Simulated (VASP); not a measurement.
# CdS (Hawleyite) (F-43m) in VASP: a series of runs, part 3 of 3

VASP 6.6.1.

### 5 Relaxation of cell and atoms, PBEsol

This run uses another cell than the first one, of 24.86 Å³/atom, 1.002 times its volume.

Input file INCAR:

```
ALGO = Normal
EDIFF = 1E-7
EDIFFG = -0.005
ENCUT = 600
GGA = PS
IBRION = 2
ISIF = 3
ISMEAR = 0
LASPH = T
LCHARG = F
LREAL = F
LWAVE = F
NELM = 80
NSW = 90
PREC = Accurate
SIGMA = 0.03
```

Input file KPOINTS:

```
k-points
0
Gamma
  8 8 8
```

Input file POSCAR:

```
CdS                                     
1.0
    0.0000000000      2.9184609114      2.9184609114
    2.9184609114      0.0000000000      2.9184609114
    2.9184609114      2.9184609114     -0.0000000000
  Cd              S             
     1     1
Direct
     1.0000000000000000    0.0000000000000000    1.0000000000000000
     0.2500000000000000    0.2500000000000000    0.2500000000000000
```

Potentials or basis: VASP PAW PBE potentials, release 64 (Cd, S).

The run is started by

```bash
> cat potpaw_PBE.64/Cd/POTCAR potpaw_PBE.64/S/POTCAR > POTCAR
> mpirun -np 1 vasp_std > vasp.out
```

OUTCAR:

```text
EDIFF = 1E-7
   EDIFFG = -0.005
   ENCUT = 600
   GGA = PS
   IBRION = 2
   ISIF = 3
   ISMEAR = 0
   LASPH = T
   LREAL = F
   NELM = 80
   NSW = 90
   PREC = Accurate

 ion  position               nearest neighbor table
   1  0.000  0.000  0.000-   2 2.53   2 2.53   2 2.53   2 2.53
   2  0.250  0.250  0.250-   1 2.53   1 2.53   1 2.53   1 2.53

  LATTYP: Found a face centered cubic cell.
 ALAT       =     5.8369218228

  Lattice vectors:

 A1 = (   0.0000000000,   2.9184609114,   2.9184609114)
 A2 = (   2.9184609114,   0.0000000000,   2.9184609114)
 A3 = (   2.9184609114,   2.9184609114,   0.0000000000)

Analysis of symmetry for initial positions (statically):
=====================================================================
 Subroutine PRICEL returns:
 Original cell was already a primitive cell.

 Routine SETGRP: Setting up the symmetry group for a
 face centered cubic supercell.

 Subroutine GETGRP returns: Found 24 space group operations
 (whereof 24 operations were pure point group operations)
 out of a pool of 48 trial point group operations.

The static configuration has the point symmetry T_d .

Analysis of symmetry for dynamics (positions and initial velocities):
=====================================================================
 Subroutine PRICEL returns:
 Original cell was already a primitive cell.

 Routine SETGRP: Setting up the symmetry group for a
 face centered cubic supercell.

 Subroutine GETGRP returns: Found 24 space group operations
 (whereof 24 operations were pure point group operations)
 out of a pool of 48 trial point group operations.

The dynamic configuration has the point symmetry T_d .

 Subroutine INISYM returns: Found 24 space group operations
 (whereof 24 operations are pure point group operations),
 and found     1 'primitive' translations

----------------------------------------------------------------------------------------

[... 170 lines left out ...]

  FREE ENERGIE OF THE ION-ELECTRON SYSTEM (eV)
  ---------------------------------------------------
  free  energy   TOTEN  =        -6.8137157566 eV

  energy  without entropy=       -6.8137157566  energy(sigma->0) =       -6.81371576

--------------------------------------- Ionic step        2  -------------------------------------------

 number of electron      17.9999999 magnetization

 Free energy of the ion-electron system (eV)
  ---------------------------------------------------
  ext. energy  EPLUGINS =         0.00000000
  ---------------------------------------------------
  free energy    TOTEN  =        -6.81371894 eV

  energy without entropy =       -6.81371894  energy(sigma->0) =       -6.81371894

 E-fermi :   1.3641     XC(G=0):  -9.3726

 val. band max:        1.2015037071   @ k =   0.0000   0.0000   0.0000
 cond. band min:       2.2075138335   @ k =   0.0000   0.0000   0.0000
 fundamental gap:      1.0060101264
 Fermi energy:         1.3641362236

 k-point     1 :       0.0000    0.0000    0.0000
  band No.  band energies     occupation
      1     -11.1756      2.00000
      2      -6.5235      2.00000
      3      -6.5235      2.00000
      4      -6.5235      2.00000
      5      -6.0370      2.00000
      6      -6.0370      2.00000
      7       1.2015      2.00000
      8       1.2015      2.00000
      9       1.2015      2.00000
     10       2.2075      0.00000
     11       7.6467      0.00000
     12       7.6467      0.00000
     13       7.6467      0.00000
[... 354 lines left out ...]
  band No.  band energies     occupation
      1     -10.6717      2.00000
      2      -6.3590      2.00000
      3      -6.3195      2.00000
      4      -6.0648      2.00000
      5      -6.0104      2.00000
      6      -5.5414      2.00000
      7      -2.9775      2.00000
      8      -0.7718      2.00000
      9      -0.0393      2.00000
     10       5.4887      0.00000
     11       6.8903      0.00000
     12       8.3200      0.00000
     13       9.4624      0.00000

 [... further k-points ...]
[... 5 lines left out ...]
  --------------------------------------------------------------------------------------
  -------------------------------------------------------------------------------------
  Total        0.0043425      0.0043425      0.0043425     -0.0000000      0.0000000      0.0000000
  in kB        0.1400656      0.1400656      0.1400656     -0.0000000      0.0000000      0.0000000
  external PRESSURE =       0.1400656 kB  Pullay stress =       0.0000000 kB

 VOLUME and BASIS-vectors are now :
 -----------------------------------------------------------------------------
  energy-cutoff  :      600.00
  volume of cell :       49.67
      direct lattice vectors                 reciprocal lattice vectors
     0.000000000  2.917635263  2.917635263    -0.171371661  0.171371661  0.171371661
     2.917635263  0.000000000  2.917635263     0.171371661 -0.171371661  0.171371661
     2.917635263  2.917635263  0.000000000     0.171371661  0.171371661 -0.171371661

 POSITION                                       TOTAL-FORCE (eV/Angst)
 -----------------------------------------------------------------------------------
      5.83527      5.83527      5.83527        -0.000000     -0.000000      0.000000
      1.45882      1.45882      1.45882         0.000000      0.000000     -0.000000
 -----------------------------------------------------------------------------------
    total drift:                               -0.000000     -0.000000     -0.000000

  FREE ENERGIE OF THE ION-ELECTRON SYSTEM (eV)
  ---------------------------------------------------
  free  energy   TOTEN  =        -6.8137189449 eV

  energy  without entropy=       -6.8137189449  energy(sigma->0) =       -6.81371894

 reached required accuracy - stopping structural energy minimisation
```

CONTCAR:

```text
CdS
   1.00000000000000
     0.0000000000000000    2.9176352628076954    2.9176352628076954
     2.9176352628076954    0.0000000000000000    2.9176352628076954
     2.9176352628076954    2.9176352628076954    0.0000000000000000
  Cd              S
     1     1
Direct
     1.0000000000000000    1.0000000000000000    1.0000000000000000
     0.2500000000000000    0.2500000000000000    0.2500000000000000

  0.00000000E+00  0.00000000E+00  0.00000000E+00
  0.00000000E+00  0.00000000E+00  0.00000000E+00
```

It took 45 s on 1 thread of Intel Xeon Platinum 8259CL at 2.50GHz (Skylake/Cascade Lake), shared host; peak memory 0.22 GiB.

What came out:

```
Free energy                            : -6.8137 eV
Relaxed volume                         : 24.84 Å³/atom
Relaxed cell                           : a = 4.126 Å, b = 4.126 Å, c = 4.126 Å, α = 60.00°, β = 60.00°, γ = 60.00°
Space group after relaxing (to 0.05 Å) : F-43m (No. 216)
Energy gained by relaxing              : 0.0 meV/atom
Ionic steps                            : 2
Pressure after relaxing                : 0.0 GPa
Band gap on the k mesh                 : 1.01 eV, direct
```

Final structure:
```cif
data_structure
_symmetry_space_group_name_H-M 'P 1'
_symmetry_Int_Tables_number 1
_cell_length_a 4.1262
_cell_length_b 4.1262
_cell_length_c 4.1262
_cell_angle_alpha 60.000
_cell_angle_beta 60.000
_cell_angle_gamma 60.000
_cell_volume 49.67
loop_
_atom_site_label
_atom_site_type_symbol
_atom_site_fract_x
_atom_site_fract_y
_atom_site_fract_z
_atom_site_occupancy
Cd1 Cd 0.00000 0.00000 0.00000 1
S1 S 0.25000 0.25000 0.25000 1
```

Levels at points of the mesh, in eV from the valence-band top:
```
           k point  band 6  band 7  band 8  band 9  band 10  band 11  band 12  band 13
(0.00, 0.00, 0.00)   -7.24    0.00    0.00    0.00     1.01     6.45     6.45     6.45
(0.50, 0.00, 0.00)   -6.86   -4.47   -0.76   -0.76     2.89     6.91     6.91     7.33
(0.50, 0.50, 0.00)   -6.80   -4.01   -1.91   -1.91     3.39     4.25     9.07    10.66
```

Caveat: the PAW data sets were made with another functional, which shifts forces and pressure a little.
